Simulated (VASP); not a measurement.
# Zr in VASP: work function with PBE

Aim: the work function of Zr with PBE.

All numbers are computed with VASP 6.6.1; they aren't measurements. Logs are shortened: lines on timing, memory, paths and dates and some standing lists are left out, and cuts for length are marked.

## Step 1: The cell of the first run

The cell holds a slab with vacuum, 7 atoms: a = 3.620 Å, b = 3.620 Å, c = 25.860 Å, α = 90.00°, β = 90.00°, γ = 90.00°.

The slab is cut from a database's or a generator's crystal, which needn't be the stable form of the element.

## Step 2: Work function, PBE (the (1 0 0) slab of Zr, cut from the database cell, not relaxed)

INCAR reads:

```
SYSTEM = Zr
PREC     = Accurate       ! precision mode
ENCUT    = 520            ! plane-wave cutoff, eV
EDIFF    = 1E-6           ! SCF threshold, eV
ISMEAR   = 0              ! smearing method
SIGMA    = 0.05           ! smearing width, eV
LREAL    = .False.        ! projectors in reciprocal space
LASPH    = .True.         ! aspherical terms in the spheres
NELM     = 60             ! most SCF steps
ALGO     = Normal         ! electronic algorithm
ISIF     = 2              ! what is computed and relaxed
LWAVE    = .False.        ! write WAVECAR
LCHARG   = .True.         ! write CHGCAR
LDIPOL   = .True.       
IDIPOL   = 3            
DIPOL    = 0.5 0.5 0.500
GGA      = PE             ! functional
LELF     = .True.         ! ELF
LVHAR    = .True.       
LVACPOTAV= .True.
```

KPOINTS reads:

```
Automatic mesh
0
Gamma
  7 7 1
  0 0 0
```

POSCAR reads:

```
Zr
1.0
    3.6200000000      0.0000000000      0.0000000000
    0.0000000000      3.6200000000      0.0000000000
    0.0000000000      0.0000000000     25.8600000000
Zr
7
Direct
    0.5000000000      0.5000000000      0.2900232019
    0.0000000000      0.0000000000      0.3600154679
    0.5000000000      0.5000000000      0.4300077340
    0.0000000000      0.0000000000      0.5000000000
    0.5000000000      0.5000000000      0.5699922660
    0.0000000000      0.0000000000      0.6399845321
    0.5000000000      0.5000000000      0.7099767981
```

Potentials or basis: VASP PAW PBE potentials, release 64 (Zr_sv).

Run with:

```
$ cat potpaw_PBE.64/Zr_sv/POTCAR > POTCAR
$ mpirun -np 1 vasp_std > vasp.out
```

OUTCAR:

```text
SYSTEM = Zr
   PREC = Accurate
   ENCUT = 520
   EDIFF = 1E-6
   ISMEAR = 0
   LREAL = .False.
   LASPH = .True.
   NELM = 60
   ISIF = 2
   GGA = PE

 ion  position               nearest neighbor table
   1  0.500  0.500  0.290-   2 3.14   2 3.14   2 3.14   2 3.14   3 3.62
   2  0.000  0.000  0.360-   1 3.14   1 3.14   1 3.14   1 3.14   3 3.14   3 3.14   3 3.14   3 3.14
                             4 3.62
   3  0.500  0.500  0.430-   4 3.14   4 3.14   4 3.14   4 3.14   2 3.14   2 3.14   2 3.14   2 3.14
                             5 3.62   1 3.62
   4  0.000  0.000  0.500-   3 3.14   5 3.14   3 3.14   5 3.14   3 3.14   5 3.14   3 3.14   5 3.14
                             2 3.62   6 3.62
   5  0.500  0.500  0.570-   4 3.14   4 3.14   4 3.14   4 3.14   6 3.14   6 3.14   6 3.14   6 3.14
                             3 3.62   7 3.62
   6  0.000  0.000  0.640-   7 3.14   7 3.14   7 3.14   7 3.14   5 3.14   5 3.14   5 3.14   5 3.14
                             4 3.62
   7  0.500  0.500  0.710-   6 3.14   6 3.14   6 3.14   6 3.14   5 3.62

  LATTYP: Found a simple tetragonal cell.
 ALAT       =     3.6200000000
 C/A-ratio  =     7.1436464088

  Lattice vectors:

 A1 = (   3.6200000000,   0.0000000000,   0.0000000000)
 A2 = (   0.0000000000,   3.6200000000,   0.0000000000)
 A3 = (   0.0000000000,   0.0000000000,  25.8600000000)

Analysis of symmetry for initial positions (statically):
=====================================================================
 Subroutine PRICEL returns:
 Original cell was already a primitive cell.

 Routine SETGRP: Setting up the symmetry group for a
 simple tetragonal supercell.

 Subroutine GETGRP returns: Found 16 space group operations
 (whereof 16 operations were pure point group operations)
 out of a pool of 16 trial point group operations.

The static configuration has the point symmetry D_4h.

Analysis of symmetry for dynamics (positions and initial velocities):
=====================================================================
 Subroutine PRICEL returns:
 Original cell was already a primitive cell.

 Routine SETGRP: Setting up the symmetry group for a
 simple tetragonal supercell.

 Subroutine GETGRP returns: Found 16 space group operations
 (whereof 16 operations were pure point group operations)
 out of a pool of 16 trial point group operations.

The dynamic configuration has the point symmetry D_4h.

 Subroutine INISYM returns: Found 16 space group operations
 (whereof 16 operations are pure point group operations),
 and found     1 'primitive' translations

----------------------------------------------------------------------------------------

                                     Primitive cell

  volume of cell :     338.8798

  direct lattice vectors                    reciprocal lattice vectors
     3.620000000  0.000000000  0.000000000     0.276243094  0.000000000  0.000000000
     0.000000000  3.620000000  0.000000000     0.000000000  0.276243094  0.000000000
     0.000000000  0.000000000 25.860000000     0.000000000  0.000000000  0.038669760

  length of vectors
     3.620000000  3.620000000 25.860000000     0.276243094  0.276243094  0.038669760

  position of ions in fractional coordinates (direct lattice)
     0.500000000  0.500000000  0.290023202
     0.000000000  0.000000000  0.360015468
     0.500000000  0.500000000  0.430007734
     0.000000000  0.000000000  0.500000000
     0.500000000  0.500000000  0.569992266
     0.000000000  0.000000000  0.639984532
     0.500000000  0.500000000  0.709976798

  ion indices of the primitive-cell ions
   primitive index   ion index
                 1           1
                 2           2
                 3           3
                 4           4
                 5           5
                 6           6
                 7           7

----------------------------------------------------------------------------------------

 KPOINTS: Automatic mesh

Automatic generation of k-mesh.
 Grid dimensions read from file:
 generate k-points for:    7    7    1

 Generating k-lattice:

  Cartesian coordinates                     Fractional coordinates (reciprocal lattice)
     0.039463299  0.000000000  0.000000000     0.142857143  0.000000000  0.000000000
     0.000000000  0.039463299  0.000000000     0.000000000  0.142857143  0.000000000
     0.000000000  0.000000000  0.038669760     0.000000000  0.000000000  1.000000000

  Length of vectors
     0.039463299  0.039463299  0.038669760

  Shift w.r.t. Gamma in fractional coordinates (k-lattice)
     0.000000000  0.000000000  0.000000000

 Subroutine IBZKPT returns following result:
 ===========================================

 Found     10 irreducible k-points:

 Following reciprocal coordinates:
            Coordinates               Weight
  0.000000  0.000000  0.000000      1.000000
  0.142857  0.000000  0.000000      4.000000
  0.285714  0.000000  0.000000      4.000000
  0.428571  0.000000  0.000000      4.000000
  0.142857  0.142857  0.000000      4.000000
  0.285714  0.142857  0.000000      8.000000
  0.428571  0.142857  0.000000      8.000000
  0.285714  0.285714  0.000000      4.000000
  0.428571  0.285714  0.000000      8.000000
  0.428571  0.428571  0.000000      4.000000
   k-points           NKPTS =     10   k-points in BZ     NKDIM =     10   number of bands    NBANDS=     50
   number of dos      NEDOS =    301   number of ions     NIONS =      7
   total plane-waves  NPLWV = 150528
   dimension x,y,z NGX =    28 NGY =   28 NGZ =  192
   dimension x,y,z NGXF=    56 NGYF=   56 NGZF=  384
   ions per type =               7
   NGX,Y,Z   is equivalent  to a cutoff of  12.86, 12.86, 12.34 a.u.
   NGXF,Y,Z  is equivalent  to a cutoff of  25.72, 25.72, 24.69 a.u.
 SYSTEM =  Zr
   PREC   = accura    normal or accurate (medium, high low for compatibility)
   ISTART =      0    job   : 0-new  1-cont  2-samecut
   ICHARG =      2    charge: 1-file 2-atom 10-const
   ISPIN  =      1    spin polarized calculation?
   LNONCOLLINEAR =      F non collinear calculations
   LSORBIT =      F    spin-orbit coupling
   LASPH  =      T    aspherical Exc in radial PAW
   ENCUT  =  520.0 eV  38.22 Ry    6.18 a.u.   6.73  6.73 48.08*2*pi/ulx,y,z
   NELM   =     60;   NELMIN=  2; NELMDL= -5     # of ELM steps
   EDIFF  = 0.1E-05   stopping-criterion for ELM
   LREAL  =      F    real-space projection
   EDIFFG = 0.1E-04   stopping-criterion for IOM
   NSW    =      0    number of steps for IOM
   IBRION =     -1    ionic relax: 0-MD 1-quasi-New 2-CG
   NFREE  =      0    steps in history (QN), initial steepest desc. (CG)
   ISIF   =      2    stress and relaxation
   ISYM   =      2    0-nonsym 1-usesym 2-fastsym
   POTIM  = 0.5000    time-step for ionic-motion
   TEBEG  =    0.0;   TEEND  =   0.0 temperature during run
   PSTRESS=    0.0 pullay stress
   NELECT =      84.0000    total number of electrons
   NUPDOWN=      -1.0000    fix difference up-down
   EMIN   =  10.00;   EMAX   =-10.00  energy-range for DOS
   EFERMI =   0.00;   METHOD = LEGACY
   ISMEAR =     0;   SIGMA  =   0.05  broadening in eV -4-tet -1-fermi 0-gaus
   EFERMI_NEDOS =   21; number of points for ismear=-14 and -15
   IALGO  =     38    algorithm
   IMIX   =      4    mixing-type and parameters
     AMIX     =   0.40;   BMIX     =  1.00
     AMIX_MAG =   1.60;   BMIX_MAG =  1.00
  volume/ion in A,a.u.               =      48.41       326.70
  Fermi-wavevector in a.u.,A,eV,Ry     =   1.028378  1.943352 14.388990  1.057561
  Thomas-Fermi vector in A             =   2.162371
   LORBIT       =      0    0 simple, 1 ext, 2 COOP (PROOUT), +10 PAW based schemes
   GGA     = PE    functional components
   LHFCALC =     F    Hartree Fock is set to
   AEXX    =    0.0000 exact exchange contribution
   IVDW    =     0    specifies the selected vdW correction
   LEPSILON=     F    determine dielectric tensor
   LRPA    =     F    only Hartree local field effects (RPA)
 non-spin polarized calculation
 Gauss-broadening in eV      SIGMA  =   0.05
  energy-cutoff  :      520.00
  volume of cell :      338.88
 maximum number of plane-waves:      9161
 NGX is ok and might be reduce to    28
   NGX = 13   NGY = 13   NGZ = 97

 dipolmoment           0.000000      0.000000      0.000000 electrons x Angstroem

 number of electron      84.0000000 magnetization

 dipolmoment           0.000000      0.000000     -0.000000 electrons x Angstroem

 Free energy of the ion-electron system (eV)
  ---------------------------------------------------
  ext. energy  EPLUGINS =         0.00000000
  ---------------------------------------------------
  free energy    TOTEN  =       -56.49313433 eV

  energy without entropy =      -56.47743321  energy(sigma->0) =      -56.48528377

 E-fermi :   2.6704     XC(G=0):  -6.2489

 val. band max:        2.6530907597   @ k =   0.2857   0.0000   0.0000
 cond. band min:       2.7245022705   @ k =   0.4286   0.4286   0.0000
 fundamental gap:      0.0714115108
 Fermi energy:         2.6704372706

 k-point     1 :       0.0000    0.0000    0.0000
  band No.  band energies     occupation
      1     -46.6084      2.00000
      2     -46.6084      2.00000
      3     -45.8180      2.00000
      4     -45.7859      2.00000
      5     -45.7247      2.00000
      6     -45.6595      2.00000
[... 42 lines left out ...]
     49       3.9114      0.00000
     50       4.2014      0.00000

 k-point     2 :       0.1429    0.0000    0.0000
  band No.  band energies     occupation
      1     -46.6059      2.00000
      2     -46.6059      2.00000
      3     -45.8067      2.00000
      4     -45.7790      2.00000
      5     -45.7229      2.00000
      6     -45.6633      2.00000
[... 42 lines left out ...]
     49       3.8680      0.00000
     50       4.0883      0.00000

 k-point     3 :       0.2857    0.0000    0.0000
  band No.  band energies     occupation
      1     -46.6003      2.00000
      2     -46.6003      2.00000
      3     -45.7765      2.00000
      4     -45.7610      2.00000
      5     -45.7183      2.00000
      6     -45.6743      2.00000
[... 42 lines left out ...]
     49       3.8604      0.00000
     50       4.2502      0.00000

 k-point     4 :       0.4286    0.0000    0.0000
  band No.  band energies     occupation
      1     -46.5958      2.00000
      2     -46.5958      2.00000
      3     -45.7435      2.00000
      4     -45.7414      2.00000
      5     -45.7072      2.00000
      6     -45.6884      2.00000
[... 42 lines left out ...]
     49       3.9472      0.00000
     50       4.1175      0.00000

 k-point     5 :       0.1429    0.1429    0.0000
  band No.  band energies     occupation
      1     -46.6036      2.00000
      2     -46.6036      2.00000
      3     -45.7963      2.00000
      4     -45.7726      2.00000
      5     -45.7211      2.00000
      6     -45.6665      2.00000
[... 42 lines left out ...]
     49       3.6248      0.00000
     50       3.7443      0.00000

 k-point     6 :       0.2857    0.1429    0.0000
  band No.  band energies     occupation
      1     -46.5982      2.00000
      2     -46.5982      2.00000
      3     -45.7691      2.00000
      4     -45.7562      2.00000
      5     -45.7159      2.00000
      6     -45.6755      2.00000
[... 42 lines left out ...]
     49       3.5149      0.00000
     50       3.8205      0.00000

 k-point     7 :       0.4286    0.1429    0.0000
  band No.  band energies     occupation
      1     -46.5939      2.00000
      2     -46.5939      2.00000
      3     -45.7405      2.00000
      4     -45.7388      2.00000
      5     -45.7043      2.00000
      6     -45.6870      2.00000
[... 42 lines left out ...]
     49       3.6481      0.00000
     50       3.7504      0.00000

 k-point     8 :       0.2857    0.2857    0.0000
  band No.  band energies     occupation
      1     -46.5936      2.00000
      2     -46.5935      2.00000
      3     -45.7507      2.00000
      4     -45.7443      2.00000
      5     -45.7094      2.00000
      6     -45.6793      2.00000
[... 42 lines left out ...]
     49       3.6069      0.00000
     50       3.6574      0.00000

 k-point     9 :       0.4286    0.2857    0.0000
  band No.  band energies     occupation
      1     -46.5898      2.00000
      2     -46.5898      2.00000
      3     -45.7339      2.00000
      4     -45.7330      2.00000
      5     -45.6968      2.00000
      6     -45.6841      2.00000
[... 42 lines left out ...]
     49       3.6239      0.00000
     50       4.0194      0.00000

 k-point    10 :       0.4286    0.4286    0.0000
  band No.  band energies     occupation
      1     -46.5865      2.00000
      2     -46.5865      2.00000
      3     -45.7286      2.00000
      4     -45.7283      2.00000
      5     -45.6885      2.00000
      6     -45.6818      2.00000
[... 42 lines left out ...]
     49       4.4668      0.00000
     50       4.5012      0.00000

------------------------ aborting loop because EDIFF is reached ----------------------------------------

  FORCE on cell =-STRESS in cart. coord.  units (eV):
  Direction    XX          YY          ZZ          XY          YZ          ZX
  --------------------------------------------------------------------------------------
  -------------------------------------------------------------------------------------
  Total       -8.3584708     -8.3584708     -4.1246693      0.0000000      0.0000000      0.0000000
  in kB      -39.5177083    -39.5177083    -19.5008731      0.0000000      0.0000000      0.0000000
  external PRESSURE =     -32.8454299 kB  Pullay stress =       0.0000000 kB

 VOLUME and BASIS-vectors are now :
 -----------------------------------------------------------------------------
  energy-cutoff  :      520.00
  volume of cell :      338.88
      direct lattice vectors                 reciprocal lattice vectors
     3.620000000  0.000000000  0.000000000     0.276243094  0.000000000  0.000000000
     0.000000000  3.620000000  0.000000000     0.000000000  0.276243094  0.000000000
     0.000000000  0.000000000 25.860000000     0.000000000  0.000000000  0.038669760

 POSITION                                       TOTAL-FORCE (eV/Angst)
 -----------------------------------------------------------------------------------
      1.81000      1.81000      7.50000         0.000000     -0.000000      0.667708
      0.00000      0.00000      9.31000         0.000000     -0.000000     -0.490444
      1.81000      1.81000     11.12000         0.000000     -0.000000      0.100153
      0.00000      0.00000     12.93000         0.000000      0.000000      0.000000
      1.81000      1.81000     14.74000         0.000000      0.000000     -0.100153
      0.00000      0.00000     16.55000        -0.000000     -0.000000      0.490444
      1.81000      1.81000     18.36000         0.000000      0.000000     -0.667708
 -----------------------------------------------------------------------------------
    total drift:                                0.000000      0.000000      0.000000

  FREE ENERGIE OF THE ION-ELECTRON SYSTEM (eV)
  ---------------------------------------------------
  free  energy   TOTEN  =       -56.4931343268 eV

  energy  without entropy=      -56.4774332131  energy(sigma->0) =      -56.48528377

 vacuum level on the upper side and lower side of the slab         5.827         5.827
```

It took 8.3 min on 1 thread of Intel Xeon Platinum 8488C (Sapphire Rapids), shared host; peak memory 0.44 GiB.

What came out:

```
Free energy                     : -56.4931 eV
Largest force                   : 0.668 eV/Å
Band gap on the k mesh          : none (metal or under the smearing width)
Work function of the upper face : 3.16 eV
Work function of the lower face : 3.16 eV
```

Forces on the atoms (eV/Å):
```
Zr   0.000  0.000  0.668
Zr   0.000  0.000 -0.490
Zr   0.000  0.000  0.100
Zr   0.000  0.000  0.000
Zr   0.000  0.000 -0.100
Zr   0.000  0.000  0.490
Zr   0.000  0.000 -0.668
```
